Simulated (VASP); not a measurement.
# AlNi3 (Pm-3m) in VASP: density of states with PBE

Aim: the density of states of AlNi3 with PBE.

Program: VASP 6.6.1. These are calculated values, not measurements. Logs are shortened: lines on timing, memory, paths and dates and some standing lists are left out, and cuts for length are marked.

### 1 Starting point

It takes space group Pm-3m (No. 221, cubic). Conventional cell: a = 3.568 Å, b = 3.568 Å, c = 3.568 Å, α = 90.00°, β = 90.00°, γ = 90.00°. Around Al (site symmetry m-3m) lie 12 Ni at 2.52 Å. Around Ni (site symmetry 4/mmm) lie 4 Al at 2.52 Å and 8 Ni at 2.52 Å.

The cell was built by a generator and isn't the measured one.

### 2 Density of states, PBE

POSCAR reads:

```
AlNi3
1.0
    3.5680000000      0.0000000000      0.0000000000
    0.0000000000      3.5680000000      0.0000000000
    0.0000000000      0.0000000000      3.5680000000
Al Ni
1 3
Direct
    0.0000000000      0.0000000000      0.0000000000
    0.0000000000      0.5000000000      0.5000000000
    0.5000000000      0.0000000000      0.5000000000
    0.5000000000      0.5000000000      0.0000000000
```

INCAR.step1 reads:

```
SYSTEM = AlNi3
PREC = Accurate ; ENCUT = 520
EDIFF = 1E-6 ; ISMEAR = 0
SIGMA = 0.03 ; LREAL = .FALSE.
LASPH = .TRUE. ; NELM = 60
ALGO = Fast ; ISIF = 2
LWAVE = .FALSE. ; LCHARG = .TRUE.
LMAXMIX = 4 ; GGA = PE
NBANDS = 24
```

KPOINTS.step1 reads:

```
regular mesh
0
G
  24 24 24
  0 0 0
```

INCAR.step2 reads:

```
SYSTEM = AlNi3
PREC = Accurate ; ENCUT = 520
EDIFF = 1E-6 ; ISMEAR = -5
SIGMA = 0.03 ; LREAL = .FALSE.
LASPH = .TRUE. ; NELM = 60
ALGO = Fast ; ISIF = 2
LWAVE = .FALSE. ; LCHARG = .FALSE.
LMAXMIX = 4 ; GGA = PE
LORBIT = 11 ; NEDOS = 2001
ICHARG = 11
```

KPOINTS.step2 reads:

```
regular mesh
0
G
  36 36 36
  0 0 0
```

Potentials or basis: VASP PAW PBE potentials, release 64 (Al, Ni).

The run is started by

```
cat potpaw_PBE.64/Al/POTCAR potpaw_PBE.64/Ni/POTCAR > POTCAR
cp INCAR.step1 INCAR
cp KPOINTS.step1 KPOINTS
mpirun -np 1 vasp_std > vasp.out
cp INCAR.step2 INCAR
cp KPOINTS.step2 KPOINTS
mpirun -np 1 vasp_std > vasp.out
```

OUTCAR:

```text
SYSTEM = AlNi3
   PREC = Accurate
   ENCUT = 520
   EDIFF = 1E-6
   ISMEAR = -5
   LREAL = .FALSE.
   LASPH = .TRUE.
   NELM = 60
   ISIF = 2
   GGA = PE
   LORBIT = 11
   ICHARG = 11

 ion  position               nearest neighbor table
   1  0.000  0.000  0.000-   2 2.52   3 2.52   4 2.52   2 2.52   3 2.52   2 2.52   4 2.52   2 2.52
                             3 2.52   4 2.52   3 2.52   4 2.52
   2  0.000  0.500  0.500-   1 2.52   3 2.52   4 2.52   1 2.52   4 2.52   1 2.52   3 2.52   1 2.52
                             3 2.52   4 2.52   4 2.52   3 2.52
   3  0.500  0.000  0.500-   1 2.52   2 2.52   4 2.52   1 2.52   4 2.52   2 2.52   4 2.52   4 2.52
                             1 2.52   2 2.52   1 2.52   2 2.52
   4  0.500  0.500  0.000-   1 2.52   2 2.52   3 2.52   2 2.52   3 2.52   1 2.52   3 2.52   3 2.52
                             1 2.52   2 2.52   2 2.52   1 2.52

  LATTYP: Found a simple cubic cell.
 ALAT       =     3.5680000000

  Lattice vectors:

 A1 = (   3.5680000000,   0.0000000000,   0.0000000000)
 A2 = (   0.0000000000,   3.5680000000,   0.0000000000)
 A3 = (   0.0000000000,   0.0000000000,   3.5680000000)

Analysis of symmetry for initial positions (statically):
=====================================================================
 Subroutine PRICEL returns:
 Original cell was already a primitive cell.

 Routine SETGRP: Setting up the symmetry group for a
 simple cubic supercell.

 Subroutine GETGRP returns: Found 48 space group operations
 (whereof 48 operations were pure point group operations)
 out of a pool of 48 trial point group operations.

The static configuration has the point symmetry O_h .

Analysis of symmetry for dynamics (positions and initial velocities):
=====================================================================
 Subroutine PRICEL returns:
 Original cell was already a primitive cell.

 Routine SETGRP: Setting up the symmetry group for a
 simple cubic supercell.

 Subroutine GETGRP returns: Found 48 space group operations
 (whereof 48 operations were pure point group operations)
 out of a pool of 48 trial point group operations.

The dynamic configuration has the point symmetry O_h .

 Subroutine INISYM returns: Found 48 space group operations
 (whereof 48 operations are pure point group operations),
 and found     1 'primitive' translations

[... 100 lines left out ...]
   EDIFF  = 0.1E-05   stopping-criterion for ELM
   LREAL  =      F    real-space projection
   EDIFFG = 0.1E-04   stopping-criterion for IOM
   NSW    =      0    number of steps for IOM
   IBRION =     -1    ionic relax: 0-MD 1-quasi-New 2-CG
   NFREE  =      0    steps in history (QN), initial steepest desc. (CG)
   ISIF   =      2    stress and relaxation
   ISYM   =      2    0-nonsym 1-usesym 2-fastsym
   POTIM  = 0.5000    time-step for ionic-motion
   TEBEG  =    0.0;   TEEND  =   0.0 temperature during run
   PSTRESS=    0.0 pullay stress
   NELECT =      33.0000    total number of electrons
   NUPDOWN=      -1.0000    fix difference up-down
   EMIN   =  10.00;   EMAX   =-10.00  energy-range for DOS
   EFERMI =   0.00;   METHOD = LEGACY
   ISMEAR =    -5;   SIGMA  =   0.03  broadening in eV -4-tet -1-fermi 0-gaus
   EFERMI_NEDOS =   21; number of points for ismear=-14 and -15
   IALGO  =     68    algorithm
   IMIX   =      4    mixing-type and parameters
     AMIX     =   0.40;   BMIX     =  1.00
     AMIX_MAG =   1.60;   BMIX_MAG =  1.00
  volume/ion in A,a.u.               =      11.36        76.63
  Fermi-wavevector in a.u.,A,eV,Ry     =   1.471707  2.781123 29.469143  2.165921
  Thomas-Fermi vector in A             =   2.586810
   LORBIT       =     11    0 simple, 1 ext, 2 COOP (PROOUT), +10 PAW based schemes
   GGA     = PE    functional components
   LHFCALC =     F    Hartree Fock is set to
   AEXX    =    0.0000 exact exchange contribution
   IVDW    =     0    specifies the selected vdW correction
   LEPSILON=     F    determine dielectric tensor
   LRPA    =     F    only Hartree local field effects (RPA)
 non-spin polarized calculation
 RMM-DIIS sequential band-by-band and
 Fermi weights with tetrahedron method with Bloechl corrections
  energy-cutoff  :      520.00
  volume of cell :       45.42
 maximum number of plane-waves:      1246
 NGX is ok and might be reduce to    28

 number of electron      33.0000022 magnetization

 Free energy of the ion-electron system (eV)
  ---------------------------------------------------
  ext. energy  EPLUGINS =         0.00000000
  ---------------------------------------------------
  free energy    TOTEN  =       -21.87646827 eV

  energy without entropy =      -21.87646827  energy(sigma->0) =      -21.87646827

 E-fermi :   9.3643     XC(G=0): -12.6486

 val. band max:        9.3691619606   @ k =   0.3056   0.1667   0.1667
 cond. band min:       9.3621138031   @ k =   0.5000   0.5000   0.4722
 fundamental gap:     -0.0070481575
 Fermi energy:         9.3642832074

 k-point     1 :       0.0000    0.0000    0.0000
  band No.  band energies     occupation
      1      -0.5090      2.00000
      2       5.2001      2.00000
      3       5.9020      2.00000
      4       5.9020      2.00000
      5       6.3105      2.00000
      6       6.3105      2.00000
[... 541 lines left out ...]
     19      11.0461      0.00000
     20      15.9917      0.00000

 [... further k-points ...]
[... 5 lines left out ...]
  --------------------------------------------------------------------------------------
  -------------------------------------------------------------------------------------
  Total        0.0012000      0.0012000      0.0012000      0.0000000     -0.0000000      0.0000000
  in kB        0.0423263      0.0423263      0.0423263      0.0000000     -0.0000000      0.0000000
  external PRESSURE =       0.0423263 kB  Pullay stress =       0.0000000 kB

 VOLUME and BASIS-vectors are now :
 -----------------------------------------------------------------------------
  energy-cutoff  :      520.00
  volume of cell :       45.42
      direct lattice vectors                 reciprocal lattice vectors
     3.568000000  0.000000000  0.000000000     0.280269058  0.000000000  0.000000000
     0.000000000  3.568000000  0.000000000     0.000000000  0.280269058  0.000000000
     0.000000000  0.000000000  3.568000000     0.000000000  0.000000000  0.280269058

 POSITION                                       TOTAL-FORCE (eV/Angst)
 -----------------------------------------------------------------------------------
      0.00000      0.00000      0.00000         0.000000      0.000000      0.000000
      0.00000      1.78400      1.78400         0.000000      0.000000      0.000000
      1.78400      0.00000      1.78400         0.000000      0.000000      0.000000
      1.78400      1.78400      0.00000         0.000000      0.000000      0.000000
 -----------------------------------------------------------------------------------
    total drift:                                0.000000      0.000000      0.000000

  FREE ENERGIE OF THE ION-ELECTRON SYSTEM (eV)
  ---------------------------------------------------
  free  energy   TOTEN  =       -21.8764682725 eV

  energy  without entropy=      -21.8764682725  energy(sigma->0) =      -21.87646827

 total charge

# of ion       s       p       d       tot
------------------------------------------
    1        0.407   0.390   0.000   0.796
    2        0.490   0.508   8.382   9.380
    3        0.490   0.508   8.382   9.380
    4        0.490   0.508   8.382   9.380
--------------------------------------------------
tot          1.875   1.915  25.145  28.935
```

OUTCAR.step1:

```text
SYSTEM = AlNi3
   PREC = Accurate
   ENCUT = 520
   EDIFF = 1E-6
   ISMEAR = 0
   LREAL = .FALSE.
[... 884 lines left out ...]
      0.00000      1.78400      1.78400         0.000000      0.000000      0.000000
      1.78400      0.00000      1.78400         0.000000      0.000000      0.000000
      1.78400      1.78400      0.00000         0.000000      0.000000      0.000000
 -----------------------------------------------------------------------------------
    total drift:                                0.000000      0.000000      0.000000

  FREE ENERGIE OF THE ION-ELECTRON SYSTEM (eV)
  ---------------------------------------------------
  free  energy   TOTEN  =       -21.8778789089 eV

  energy  without entropy=      -21.8751450863  energy(sigma->0) =      -21.87651200
```

Wall time 7.9 min (1 thread of Intel Xeon 6975P-C (Granite Rapids), shared host); peak memory 1.1 GiB.

Results:

| Quantity | Value |
| --- | --- |
| Valence electrons inside the program's atomic spheres | Al 0.80; Ni 9.38 |

States per cell in windows of 0.5 eV (zero at the Fermi level; states under -8 eV left out):
```
from (eV)  total  Ni4_d  Ni2_d  Ni3_d  Ni2_p  Ni3_p  Ni4_p
     -8.0   0.26   0.00   0.00   0.00   0.01   0.01   0.01
     -7.5   0.33   0.00   0.00   0.00   0.01   0.01   0.01
     -7.0   0.30   0.01   0.01   0.01   0.01   0.01   0.01
     -6.5   0.36   0.01   0.01   0.01   0.02   0.02   0.02
     -6.0   0.53   0.04   0.04   0.04   0.02   0.02   0.02
     -5.5   0.37   0.02   0.02   0.02   0.01   0.01   0.01
     -5.0   0.70   0.06   0.06   0.06   0.03   0.03   0.03
     -4.5   1.10   0.16   0.16   0.16   0.03   0.03   0.03
     -4.0   1.23   0.24   0.24   0.24   0.02   0.02   0.02
     -3.5   2.42   0.57   0.57   0.57   0.05   0.05   0.05
     -3.0   3.92   1.05   1.05   1.05   0.06   0.06   0.06
     -2.5   3.34   0.90   0.90   0.90   0.06   0.06   0.06
     -2.0   4.12   1.20   1.20   1.20   0.05   0.05   0.05
     -1.5   3.99   1.22   1.22   1.22   0.03   0.03   0.03
     -1.0   6.57   2.04   2.04   2.04   0.04   0.04   0.04
     -0.5   3.45   1.03   1.03   1.03   0.05   0.05   0.05
      0.0   1.08   0.30   0.30   0.30   0.03   0.03   0.03
      0.5   0.43   0.09   0.09   0.09   0.02   0.02   0.02
      1.0   1.00   0.21   0.21   0.21   0.04   0.04   0.04
      1.5   0.69   0.11   0.11   0.11   0.04   0.04   0.04
      2.0   0.55   0.08   0.08   0.08   0.04   0.04   0.04
      2.5   0.45   0.05   0.05   0.05   0.03   0.03   0.03
      3.0   0.35   0.04   0.04   0.04   0.03   0.03   0.03
      3.5   0.35   0.04   0.04   0.04   0.02   0.02   0.02
      4.0   0.47   0.06   0.06   0.06   0.02   0.02   0.02
      4.5   0.49   0.05   0.05   0.05   0.03   0.03   0.03
      5.0   0.36   0.03   0.03   0.03   0.02   0.02   0.02
      5.5   0.25   0.02   0.02   0.02   0.02   0.02   0.02
      6.0   0.20   0.02   0.02   0.02   0.02   0.02   0.02
      6.5   0.27   0.03   0.03   0.03   0.01   0.01   0.01
      7.0   0.08   0.01   0.01   0.01   0.01   0.01   0.01
      7.5   0.02   0.00   0.00   0.00   0.00   0.00   0.00
```

Caveat: tetrahedron occupations give inexact forces and stress in metals. Spin polarisation is off, so any magnetic state and its effect on volume and gap are missing.
